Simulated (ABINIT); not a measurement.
A run of ABINIT 10.8.3 (patched build):

run.abi

```
# Datasets
ndtset 2

# Pseudopotentials
pp_dirpath "./"
pseudos "P.GGA_PBE-ansatz.xml"

# Structure
acell 3*1.0
rprim
     3.2512067499     1.8770850852     5.6078680428
    -3.2512067499     1.8770850852     5.6078680428
     0.0000000000    -3.7541701892     5.6078680428
ntypat 1
znucl 15
natom 2
typat 1 1
chkprim 0
chksymtnons 0
tolsym 1.0e-6
xred
   0.7676469600   0.7676469600   0.7676469600
   0.2323530400   0.2323530400   0.2323530400

# Plane-wave basis
ecut 15.4
pawecutdg 30.8
pawxcdev 0
pawovlp 30
ecutsm 0.5

# k points
ngkpt 8 8 8
nshiftk 1
shiftk 0.0 0.0 0.0

# Exchange and correlation
ixc -116133

# Bands and occupations
nband 13
occopt 3
tsmear 0.05 eV

# SCF cycle
nstep 80

# Output
prteig 0
prtebands 0
prtwf 0
prtden 0
prtpot 0

# Dataset 1: ground state
kptopt1 1
tolvrs1 1.0e-11
prtwf1 1
tolwfr1 1.0e-14
nbdbuf1 4
nline1 6

# Dataset 2: response at q = 0 to atomic displacements
rfphon2 1
rfatpol2 1 2
rfdir2 1 1 1
getwfk2 1
kptopt2 2
nqpt2 1
qpt2 0.0 0.0 0.0
tolvrs2 1.0e-8
```

Contents of mrgddb.in:

```
merged_DDB
P
2
runo_DS1_DDB
runo_DS2_DDB
```

anaddb.abi

```
ddb_filepath "merged_DDB"
output_file "anaddb.abo"
outdata_prefix "ana"
asr 2
chneut 0
dipdip 0
dieflag 0
enunit 0
eivec 1
nph1l 1
qph1l 0.0 0.0 0.0 1.0
```

Potentials or basis: Ansatz PAW PBE default generated set, frozen core.

Run with:

```bash
$ abinit run.abi > log 2>&1
$ mrgddb < mrgddb.in > mrgddb.log 2>&1
$ anaddb anaddb.abi > anaddb.log 2>&1
```

Hardware: 1 thread of Arm Neoverse V1, with other jobs on the host.

Task: How long does it take, and how much memory?

Result: Run time: 2.1 min on 1 thread of Arm Neoverse V1 (shared host), peak memory 0.61 GiB. Counts: scf iterations 22, mpi ranks 1, k points 65, bands 13, plane waves 606.
